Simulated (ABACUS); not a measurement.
# AlN (Fm-3m) in ABACUS: reference runs

Aim: a first look at AlN with PBE, on the cell as given.

Everything below comes from runs of ABACUS 3.10.1. Logs are shortened: lines on timing, memory, paths and dates and some standing lists are left out, and cuts for length are marked.

### Step 1. The structure

Symmetry: Fm-3m, No. 225, cubic system. The conventional cell has a = 4.069 Å, b = 4.069 Å, c = 4.069 Å, α = 90.00°, β = 90.00°, γ = 90.00°. Al (site symmetry m-3m) is surrounded by 6 N at 2.03 Å. N (site symmetry m-3m) is surrounded by 6 Al at 2.03 Å.

Measurements of this composition are mostly on another form, of space group No. 186.

### Step 2. Single point, PBE

Input file INPUT:

```
INPUT_PARAMETERS
suffix              AlN
calculation         scf
basis_type          pw
pseudo_dir          ./
symmetry            1
dft_functional      pbe
ecutwfc             84
pseudo_rcut         7
nspin               1
nbands              8
ks_solver           dav
smearing_method     fd
smearing_sigma      0.00367493
scf_thr             1e-08
scf_nmax            100
mixing_type         broyden
mixing_beta         0.7
cal_force           1
cal_stress          1
out_chg             1
out_pot             2
out_elf             1
```

Input file STRU:

```
ATOMIC_SPECIES
Al 26.9815 Al.upf
N 14.0070 N.upf

LATTICE_CONSTANT
1.8897261246

LATTICE_VECTORS
0.0000000000 2.0345180000 2.0345180000
2.0345180000 0.0000000000 2.0345180000
2.0345180000 2.0345180000 0.0000000000

ATOMIC_POSITIONS
Direct

Al
0.0
1
0.5000000000 0.5000000000 0.5000000000 1 1 1

N
0.0
1
0.0000000000 0.0000000000 0.0000000000 1 1 1
```

Input file KPT:

```
K_POINTS
0
Gamma
11 11 11 0 0 0
```

Potentials or basis: PseudoDojo NC SR 0.4.1 PBE standard, plane waves.

Started as:

```console
> OMP_NUM_THREADS=1 mpirun -np 4 abacus > log
```

running log:

```text
ABACUS v3.10.1

               Atomic-orbital Based Ab-initio Computation at UStc

 ------------------------------------------------------------------------------------

 READING GENERAL INFORMATION
                           global_out_dir = OUT.AlN/
                           global_in_card = INPUT
                               pseudo_dir = ./
                              orbital_dir =
                                    DSIZE = 4
                                    GSIZE = 1

 READING UNITCELL INFORMATION
                                    ntype = 2
                  lattice constant (Bohr) = 1.88973
              lattice constant (Angstrom) = 1

 READING ATOM TYPE 1
                               atom label = Al
                      L=0, number of zeta = 1
                      L=1, number of zeta = 1
                      L=2, number of zeta = 1
             number of atom for this type = 1

 READING ATOM TYPE 2
                               atom label = N
                      L=0, number of zeta = 1
                      L=1, number of zeta = 1
                      L=2, number of zeta = 1
             number of atom for this type = 1

                        TOTAL ATOM NUMBER = 2
DIRECT COORDINATES
    atom                   x                   y                   z     mag                  vx                  vy                  vz
taud_Al1            0.5000000000        0.5000000000        0.5000000000  0.0000        0.0000000000        0.0000000000        0.0000000000
taud_N1            0.0000000000        0.0000000000        0.0000000000  0.0000        0.0000000000        0.0000000000        0.0000000000

                          Volume (Bohr^3) = 113.661
                             Volume (A^3) = 16.8428

 Lattice vectors: (Cartesian coordinate: in unit of a_0)
                   +0            +2.03452            +2.03452
             +2.03452                  +0            +2.03452
             +2.03452            +2.03452                  +0
 Reciprocal vectors: (Cartesian coordinate: in unit of 2 pi/a_0)
            -0.245758           +0.245758           +0.245758
            +0.245758           -0.245758           +0.245758
            +0.245758           +0.245758           -0.245758
 The esolver type has been set to : ksdft_pw

                PAO radial cut off (Bohr) = 7

 Read in pseudopotential file is Al.upf
                     pseudopotential type = NC
          exchange-correlation functional = PBE
                 nonlocal core correction = 1
                        valence electrons = 3
                                     lmax = 2
                           number of zeta = 2
                     number of projectors = 6
                           L of projector = 0
[... 5 lines left out ...]
                PAO radial cut off (Bohr) = 7

 Read in pseudopotential file is N.upf
                     pseudopotential type = NC
          exchange-correlation functional = PBE
                 nonlocal core correction = 1
                        valence electrons = 5
                                     lmax = 1
                           number of zeta = 2
                     number of projectors = 4
                           L of projector = 0
                           L of projector = 0
                           L of projector = 1
                           L of projector = 1
     initial pseudo atomic orbital number = 8

 SETUP THE ELECTRONS NUMBER
            electron number of element Al = 3
      total electron number of element Al = 3
             electron number of element N = 5
       total electron number of element N = 5
            AUTOSET number of electrons:  = 8
                           occupied bands = 4
                                   NBANDS = 8
                                   NLOCAL = 18

 SETUP THE PLANE WAVE BASIS
 energy cutoff for charge/potential (unit:Ry) = 336
            fft grid for charge/potential = [ 32, 32, 32 ]
                        fft grid division = [ 1, 1, 1 ]
        big fft grid for charge/potential = [ 32, 32, 32 ]
                                     nbxx = 8192
                                     nrxx = 8192

 SETUP PLANE WAVES FOR CHARGE/POTENTIAL
                    number of plane waves = 11791
                         number of sticks = 673

 PARALLEL PW FOR CHARGE/POTENTIAL
     PROC   COLUMNS(POT)             PW
        1            169           2951
        2            168           2946
        3            168           2948
        4            168           2946
 --------------- sum -------------------
        4            673          11791
                            number of |g| = 168
                                  max |g| = 30.1986
[... 31 lines left out ...]
Original cell was already a primitive cell.
                        ROTATION MATRICES = 48
              PURE POINT GROUP OPERATIONS = 48
                   SPACE GROUP OPERATIONS = 48
                              POINT GROUP = O_h
               POINT GROUP IN SPACE GROUP = O_h

 SETUP K-POINTS
                                    nspin = 1
                   Input type of k points = Monkhorst-Pack(Gamma)
                                   nkstot = 1331
                       right hand lattice = 1
(for reciprocal lattice: )
                             BRAVAIS TYPE = 2
                     BRAVAIS LATTICE NAME = 02. Cubic I (body-centered)
                                    ibrav = 2
                       right hand lattice = 1
(for k-lattice: )
                             BRAVAIS TYPE = 2
                     BRAVAIS LATTICE NAME = 02. Cubic I (body-centered)
                                    ibrav = 2
                       right hand lattice = 1
                        ROTATION MATRICES = 48
                               nkstot_ibz = 56
K-POINTS REDUCTION ACCORDING TO SYMMETRY
     IBZ    DIRECT_X    DIRECT_Y    DIRECT_Z  WEIGHT  ibz2bz
       1  0.00000000  0.00000000  0.00000000  0.0008       0
       2  0.09090909  0.09090909  0.09090909  0.0060       1
       3  0.18181818  0.18181818  0.18181818  0.0060       2
       4  0.27272727  0.27272727  0.27272727  0.0060       3
       5  0.36363636  0.36363636  0.36363636  0.0060       4
       6  0.45454545  0.45454545  0.45454545  0.0060       5
[... 22 lines left out ...]
      29 -0.36363636  0.36363636  0.36363636  0.0180      40
      30 -0.45454545  0.27272727  0.27272727  0.0090      41
[... 26 further k points ...]

                               nkstot now = 56
[... K-POINTS DIRECT COORDINATES: 56 rows ...]

           k-point number in this process = 56
       minimum distributed K point number = 56
[... stars of the k points ...]

[... K-POINTS CARTESIAN COORDINATES: 56 rows ...]

[... K-POINTS DIRECT COORDINATES: 56 rows ...]

 SETUP PLANE WAVES FOR WAVE FUNCTIONS
     energy cutoff for wavefunc (unit:Ry) = 84
              fft grid for wave functions = [ 32, 32, 32 ]
                    number of plane waves = 2109
                         number of sticks = 211

 PARALLEL PW FOR WAVE FUNCTIONS
     PROC   COLUMNS(POT)             PW
        1             53            529
        2             52            526
        3             53            526
        4             53            528
 --------------- sum -------------------
        4            211           2109

 SETUP NONLOCAL PSEUDOPOTENTIALS IN PLANE WAVE BASIS
 Al non-local projectors:
 projector 1 L=0
 projector 2 L=0
 projector 3 L=1
 projector 4 L=1
 projector 5 L=2
 projector 6 L=2
 N non-local projectors:
 projector 1 L=0
 projector 2 L=0
 projector 3 L=1
 projector 4 L=1
      TOTAL NUMBER OF NONLOCAL PROJECTORS = 26

 Init Non-Local PseudoPotential table :
 Init Non-Local-Pseudopotential done.

                                     npwx = 389

 Make real space PAO into reciprocal space.
       max mesh points in Pseudopotential = 701
     dq(describe PAO in reciprocal space) = 0.01
                                    max q = 1104

 number of pseudo atomic orbitals for Al is 2
WARNING: norm of atomic wavefunction # 1 of atomic type Al is 0.999207, renormalized
WARNING: norm of atomic wavefunction # 2 of atomic type Al is 0.984433, renormalized

 number of pseudo atomic orbitals for N is 2
WARNING: norm of atomic wavefunction # 2 of atomic type N is 0.9999, renormalized

 -------------------------------------------
 SELF-CONSISTENT
 -------------------------------------------
                                 init_chg = atomic

 PW ALGORITHM --------------- ION=   1  ELEC=   1--------------------------------

 Density error is 0.414618828698
                          Error Threshold = 0.01
----------------------------------------------------------
     Energy           Rydberg                 eV
----------------------------------------------------------
 E_KohnSham     -25.4190328256       -345.8436840770
 E_Harris       -23.6314791829       -321.5227690557
 E_Fermi        0.7980400443         10.8578918348
----------------------------------------------------------
[... 75 lines left out ...]
 Density error is 5.392243144e-10
                          Error Threshold = 1.77429165141e-09
----------------------------------------------------------
     Energy           Rydberg                 eV
----------------------------------------------------------
 E_KohnSham     -25.5653261706       -347.8341071489
 E_KS(sigma->0) -25.5653261706       -347.8341071489
 E_Harris       -25.5652560774       -347.8331534817
 E_band         2.7329122181         37.1831782995
 E_one_elec     2.9848773430         40.6113396954
 E_Hartree      4.5471804475         61.8675639198
 E_xc           -8.5729491559        -116.6409571840
 E_Ewald        -24.5244348052       -333.6720535802
 E_entropy(-TS) -0.0000000000        -0.0000000000
 E_descf        0.0000000000         0.0000000000
 E_exx          0.0000000000         0.0000000000
 E_Fermi        1.0140176704         13.7964181897
----------------------------------------------------------

 charge density convergence is achieved
 final etot is -347.83410715 eV
 EFERMI = 13.79641819 eV
The vacuum level is -2.4123067698 eV

 STATE ENERGY(eV) AND OCCUPATIONS    NSPIN == 1
 1/56 kpoint (Cartesian) = 0.0000 0.0000 0.0000 (363 pws)
       1       -6.42170     0.00150263
       2        10.9407     0.00150263
       3        10.9407     0.00150263
       4        10.9407     0.00150263
       5        16.3639    7.51144e-26
       6        29.4994        0.00000
       7        29.4994        0.00000
       8        29.4994        0.00000
[... 41 lines left out ...]
 6/56 kpoint (Cartesian) = 0.11171 0.11171 0.11171 (380 pws)
       1       -3.35560      0.0120210
       2        2.95536      0.0120210
       3        9.91619      0.0120210
       4        9.91619      0.0120210
       5        17.0146    1.34134e-30
       6        21.9079    4.21085e-73
       7        21.9079    4.21085e-73
       8        23.8465        0.00000

[... levels at 50 further k points ...]

------------------------------------------------------------------------------------------
 TOTAL-FORCE (eV/Angstrom)
------------------------------------------------------------------------------------------
                       Al1         0.0000000000         0.0000000000         0.0000000000
                        N1         0.0000000000         0.0000000000         0.0000000000
------------------------------------------------------------------------------------------

----------------------------------------------------------------
 TOTAL-STRESS (KBAR)
----------------------------------------------------------------
        -3.1106793041        -0.0000000000         0.0000000000
        -0.0000000000        -3.1106793041         0.0000000000
        -0.0000000000         0.0000000000        -3.1106793041
----------------------------------------------------------------
 TOTAL-PRESSURE: -3.110679 KBAR

 --------------------------------------------
 !FINAL_ETOT_IS -347.8341071489283536 eV
 --------------------------------------------
```

It took 3.5 s on 4 MPI ranks of Intel Xeon Platinum 8259CL at 2.50GHz (Skylake/Cascade Lake), shared host; peak memory 0.24 GiB.

What came out:

```yaml
Free_energy: -347.8341 eV
Pressure: -0.3 GPa
Band_gap_on_the_k_mesh: 4.62 eV, indirect (least direct gap 5.42 eV)
```

Caveat: an odd mesh through Γ misses points on the zone boundary, where band edges often lie.
